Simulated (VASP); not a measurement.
# Re (P6_3/mmc) in VASP: single point with PBE

Aim: the single point of Re with PBE.

Program: VASP 6.6.1. These are calculated values, not measurements. Logs are shortened: lines on timing, memory, paths and dates and some standing lists are left out, and cuts for length are marked.

**1. The structure**

It takes space group P6_3/mmc (No. 194, hexagonal). Conventional cell: a = 2.761 Å, b = 2.761 Å, c = 4.458 Å, α = 90.00°, β = 90.00°, γ = 120.00°. Re (site symmetry -6m2) has 12 Re at 2.74 to 2.76 Å as nearest neighbours.

**2. Single point, PBE**

Contents of run.py:

```python
from ase.calculators.vasp import Vasp
from ase.dft.bandgap import bandgap
from ase.io import read

atoms = read('Re.cif', primitive_cell=True, subtrans_included=False)
calc = Vasp(
    directory='calc',
    xc='pbe',
    pp='PBE',
    setups='minimal',
    prec='Accurate',
    encut=500,
    ediff=1e-07,
    ismear=0,
    sigma=0.05,
    lreal=False,
    lasph=True,
    nelm=100,
    algo='Normal',
    isif=2,
    lwave=False,
    lcharg=True,
    lelf=True,
    lvhar=True,
    kpts=[11, 11, 6],
    gamma=True,
    nbands=14,
)
atoms.calc = calc

print('energy (eV):', atoms.get_potential_energy())
print('free energy (eV):', atoms.get_potential_energy(force_consistent=True))
print('forces (eV/A):')
print(atoms.get_forces())
print('stress (eV/A^3, Voigt):', atoms.get_stress())
print('Fermi level (eV):', calc.get_fermi_level())
gap, top, bottom = bandgap(calc)
print('band gap (eV):', gap, 'from (spin, k, band)', top, 'to', bottom)
```

Contents of Re.cif:

```cif
data_Re
_cell_length_a 2.76080000
_cell_length_b 2.76080000
_cell_length_c 4.45820000
_cell_angle_alpha 90.00000000
_cell_angle_beta 90.00000000
_cell_angle_gamma 120.00000000
_space_group_name_H-M_alt 'P6_3/mmc'
_space_group_name_Hall '-P 6c 2c'
_space_group_IT_number 194
loop_
_space_group_symop_operation_xyz
'x,y,z'
'-x,-y,-z'
'x-y,x,z+1/2'
'-x+y,-x,-z+1/2'
'-y,x-y,z'
'y,-x+y,-z'
'-x,-y,z+1/2'
'x,y,-z+1/2'
'-x+y,-x,z'
'x-y,x,-z'
'y,-x+y,z+1/2'
'-y,x-y,-z+1/2'
'-y,-x,-z+1/2'
'y,x,z+1/2'
'-x,-x+y,-z'
'x,x-y,z'
'-x+y,y,-z+1/2'
'x-y,-y,z+1/2'
'y,x,-z'
'-y,-x,z'
'x,x-y,-z+1/2'
'-x,-x+y,z+1/2'
'x-y,-y,-z'
'-x+y,y,z'
loop_
_atom_site_label
_atom_site_type_symbol
_atom_site_symmetry_multiplicity
_atom_site_Wyckoff_symbol
_atom_site_fract_x
_atom_site_fract_y
_atom_site_fract_z
_atom_site_occupancy
Re1 Re 2 c 0.6666666667 0.3333333333 0.7500000000 1
```

Potentials or basis: VASP PAW PBE potentials, release 64 (Re).

Started as:

```sh
> python run.py
```

Standard output:

```text
energy (eV): -24.8392677
free energy (eV): -24.83994482
forces (eV/A):
[[-0. -0.  0.]
 [ 0.  0.  0.]]
stress (eV/A^3, Voigt): [-0.03537719 -0.03537719 -0.0313708  -0.          0.         -0.        ]
Fermi level (eV): 7.90185287
band gap (eV): 0.0 from (spin, k, band) (None, None, None) to (None, None, None)
```

OUTCAR:

```text
ENCUT = 500.000000
   EDIFF = 1.00e-07
   GGA = PE
   PREC = Accurate
   ISIF = 2
   ISMEAR = 0
   NELM = 100
   LASPH = .TRUE.
   LREAL = .FALSE.

 ion  position               nearest neighbor table
   1  0.667  0.333  0.750-   2 2.74   2 2.74   2 2.74   2 2.74   2 2.74   2 2.74
   2  0.333  0.667  0.250-   1 2.74   1 2.74   1 2.74   1 2.74   1 2.74   1 2.74

  LATTYP: Found a hexagonal cell.
 ALAT       =     2.7608000000
 C/A-ratio  =     1.6148217908

  Lattice vectors:

 A1 = (   2.7608000000,   0.0000000000,   0.0000000000)
 A2 = (  -1.3804000000,   2.3909229348,   0.0000000000)
 A3 = (   0.0000000000,   0.0000000000,   4.4582000000)

Analysis of symmetry for initial positions (statically):
=====================================================================
 Subroutine PRICEL returns:
 Original cell was already a primitive cell.

 Routine SETGRP: Setting up the symmetry group for a
 hexagonal supercell.

 Subroutine GETGRP returns: Found 24 space group operations
 (whereof 12 operations were pure point group operations)
 out of a pool of 24 trial point group operations.

The static configuration has the point symmetry D_3d.
 The point group associated with its full space group is D_6h.

Analysis of symmetry for dynamics (positions and initial velocities):
=====================================================================
 Subroutine PRICEL returns:
 Original cell was already a primitive cell.

 Routine SETGRP: Setting up the symmetry group for a
 hexagonal supercell.

 Subroutine GETGRP returns: Found 24 space group operations
 (whereof 12 operations were pure point group operations)
 out of a pool of 24 trial point group operations.

The dynamic configuration has the point symmetry D_3d.
 The point group associated with its full space group is D_6h.

 Subroutine INISYM returns: Found 24 space group operations
 (whereof 12 operations are pure point group operations),
 and found     1 'primitive' translations

----------------------------------------------------------------------------------------

                                     Primitive cell

  volume of cell :      29.4280

  direct lattice vectors                    reciprocal lattice vectors
     2.760800000  0.000000000  0.000000000     0.362213851  0.209124264  0.000000000
    -1.380400000  2.390922935  0.000000000     0.000000000  0.418248529  0.000000000
     0.000000000  0.000000000  4.458200000     0.000000000  0.000000000  0.224305774

  length of vectors
     2.760800000  2.760800000  4.458200000     0.418248529  0.418248529  0.224305774

  position of ions in fractional coordinates (direct lattice)
     0.666666667  0.333333333  0.750000000
     0.333333333  0.666666667  0.250000000

  ion indices of the primitive-cell ions
   primitive index   ion index
                 1           1
                 2           2

----------------------------------------------------------------------------------------

 KPOINTS: KPOINTS created by Atomic Simulation Env

Automatic generation of k-mesh.
 Grid dimensions read from file:
 generate k-points for:   11   11    6

 Generating k-lattice:

  Cartesian coordinates                     Fractional coordinates (reciprocal lattice)
     0.032928532  0.019011297  0.000000000     0.090909091 -0.000000000  0.000000000
[... 44 lines left out ...]
   dimension x,y,z NGX =    20 NGY =   20 NGZ =   36
   dimension x,y,z NGXF=    40 NGYF=   40 NGZF=   72
   ions per type =               2
   NGX,Y,Z   is equivalent  to a cutoff of  12.04, 12.04, 13.42 a.u.
   NGXF,Y,Z  is equivalent  to a cutoff of  24.09, 24.09, 26.85 a.u.
 SYSTEM =  unknown system
   PREC   = accura    normal or accurate (medium, high low for compatibility)
   ISTART =      0    job   : 0-new  1-cont  2-samecut
   ICHARG =      2    charge: 1-file 2-atom 10-const
   ISPIN  =      1    spin polarized calculation?
   LNONCOLLINEAR =      F non collinear calculations
   LSORBIT =      F    spin-orbit coupling
   LASPH  =      T    aspherical Exc in radial PAW
   ENCUT  =  500.0 eV  36.75 Ry    6.06 a.u.   5.03  5.03  8.13*2*pi/ulx,y,z
   NELM   =    100;   NELMIN=  2; NELMDL= -5     # of ELM steps
   EDIFF  = 0.1E-06   stopping-criterion for ELM
   LREAL  =      F    real-space projection
   EDIFFG = 0.1E-05   stopping-criterion for IOM
   NSW    =      0    number of steps for IOM
   IBRION =     -1    ionic relax: 0-MD 1-quasi-New 2-CG
   NFREE  =      0    steps in history (QN), initial steepest desc. (CG)
   ISIF   =      2    stress and relaxation
   ISYM   =      2    0-nonsym 1-usesym 2-fastsym
   POTIM  = 0.5000    time-step for ionic-motion
   TEBEG  =    0.0;   TEEND  =   0.0 temperature during run
   PSTRESS=    0.0 pullay stress
   NELECT =      14.0000    total number of electrons
   NUPDOWN=      -1.0000    fix difference up-down
   EMIN   =  10.00;   EMAX   =-10.00  energy-range for DOS
   EFERMI =   0.00;   METHOD = LEGACY
   ISMEAR =     0;   SIGMA  =   0.05  broadening in eV -4-tet -1-fermi 0-gaus
   EFERMI_NEDOS =   21; number of points for ismear=-14 and -15
   IALGO  =     38    algorithm
   IMIX   =      4    mixing-type and parameters
     AMIX     =   0.40;   BMIX     =  1.00
     AMIX_MAG =   1.60;   BMIX_MAG =  1.00
  volume/ion in A,a.u.               =      14.71        99.29
  Fermi-wavevector in a.u.,A,eV,Ry     =   1.278000  2.415070 22.222174  1.633284
  Thomas-Fermi vector in A             =   2.410568
   LORBIT       =      0    0 simple, 1 ext, 2 COOP (PROOUT), +10 PAW based schemes
   GGA     = PE    functional components
   LHFCALC =     F    Hartree Fock is set to
   AEXX    =    0.0000 exact exchange contribution
   IVDW    =     0    specifies the selected vdW correction
   LEPSILON=     F    determine dielectric tensor
   LRPA    =     F    only Hartree local field effects (RPA)
 non-spin polarized calculation
 Gauss-broadening in eV      SIGMA  =   0.05
  energy-cutoff  :      500.00
  volume of cell :       29.43
 maximum number of plane-waves:       768
   NGX = 11   NGY = 11   NGZ = 17

 number of electron      14.0000002 magnetization

 Free energy of the ion-electron system (eV)
  ---------------------------------------------------
  ext. energy  EPLUGINS =         0.00000000
  ---------------------------------------------------
  free energy    TOTEN  =       -24.83994482 eV

  energy without entropy =      -24.83859059  energy(sigma->0) =      -24.83926770

 E-fermi :   7.9019     XC(G=0): -13.7303

 val. band max:        7.8773781711   @ k =   0.1818   0.0000   0.1667
 cond. band min:       7.9396917552   @ k =   0.3636   0.1818   0.3333
 fundamental gap:      0.0623135842
 Fermi energy:         7.9018528658

 k-point     1 :       0.0000    0.0000    0.0000
  band No.  band energies     occupation
      1      -1.9814      2.00000
      2       1.2628      2.00000
      3       6.3064      2.00000
      4       6.3075      2.00000
      5       6.3075      2.00000
      6       7.1443      2.00000
      7       7.1443      2.00000
      8       8.0722      0.00000
      9       8.0722      0.00000
     10       8.5018      0.00000
     11      11.2487      0.00000
     12      11.2487      0.00000
     13      17.9030      0.00000
     14      22.0332      0.00000
[... 377 lines left out ...]
      1       0.3381      2.00000
      2       2.9686      2.00000
      3       4.3253      2.00000
      4       4.6707      2.00000
      5       5.9415      2.00000
      6       6.6288      2.00000
      7       7.2367      2.00000
      8       8.1847      0.00000
      9       8.8970      0.00000
     10       9.2874      0.00000
     11      11.6486      0.00000
     12      14.7061      0.00000
     13      19.0754      0.00000
     14      23.8258      0.00000

 [... further k-points ...]

------------------------ aborting loop because EDIFF is reached ----------------------------------------

  FORCE on cell =-STRESS in cart. coord.  units (eV):
  Direction    XX          YY          ZZ          XY          YZ          ZX
  --------------------------------------------------------------------------------------
  -------------------------------------------------------------------------------------
  Total        1.0410779      1.0410779      0.9231780     -0.0000000      0.0000000     -0.0000000
  in kB       56.6805076     56.6805076     50.2615611     -0.0000000      0.0000000     -0.0000000
  external PRESSURE =      54.5408588 kB  Pullay stress =       0.0000000 kB

 VOLUME and BASIS-vectors are now :
 -----------------------------------------------------------------------------
  energy-cutoff  :      500.00
  volume of cell :       29.43
      direct lattice vectors                 reciprocal lattice vectors
     2.760800000  0.000000000  0.000000000     0.362213851  0.209124264  0.000000000
    -1.380400000  2.390922935  0.000000000     0.000000000  0.418248529  0.000000000
     0.000000000  0.000000000  4.458200000     0.000000000  0.000000000  0.224305774

 POSITION                                       TOTAL-FORCE (eV/Angst)
 -----------------------------------------------------------------------------------
      1.38040      0.79697      3.34365        -0.000000     -0.000000      0.000000
     -0.00000      1.59395      1.11455         0.000000      0.000000      0.000000
 -----------------------------------------------------------------------------------
    total drift:                                0.000000     -0.000000     -0.000000

  FREE ENERGIE OF THE ION-ELECTRON SYSTEM (eV)
  ---------------------------------------------------
  free  energy   TOTEN  =       -24.8399448162 eV

  energy  without entropy=      -24.8385905923  energy(sigma->0) =      -24.83926770
```

INCAR:

```text
ENCUT = 500.000000
SIGMA = 0.050000
EDIFF = 1.00e-07
ALGO = Normal
GGA = PE
PREC = Accurate
ISIF = 2
ISMEAR = 0
NBANDS = 14
NELM = 100
LASPH = .TRUE.
LCHARG = .TRUE.
LELF = .TRUE.
LVHAR = .TRUE.
LWAVE = .FALSE.
LREAL = .FALSE.
```

It took 17 s on 1 thread of Intel Xeon 6975P-C (Granite Rapids), shared host; peak memory 0.15 GiB.

What came out:

* Free energy: -24.8399 eV
* Pressure: 5.5 GPa
* Band gap on the k mesh: none (metal or under the smearing width)

Stress tensor (GPa, compression positive):
```
5.67 0.00 0.00
0.00 5.67 0.00
0.00 0.00 5.03
```

**3. The reference run**

An earlier run on the cell as given: functional PBE; potentials or basis VASP PAW PBE potentials, release 64 (Re); cutoff 520 eV; k mesh 11 × 11 × 6; occupations fermi-dirac, width 0.05 eV; no spin polarisation.

* Pressure: 5.6 GPa
* Band gap on the k mesh: none (metal or under the smearing width)
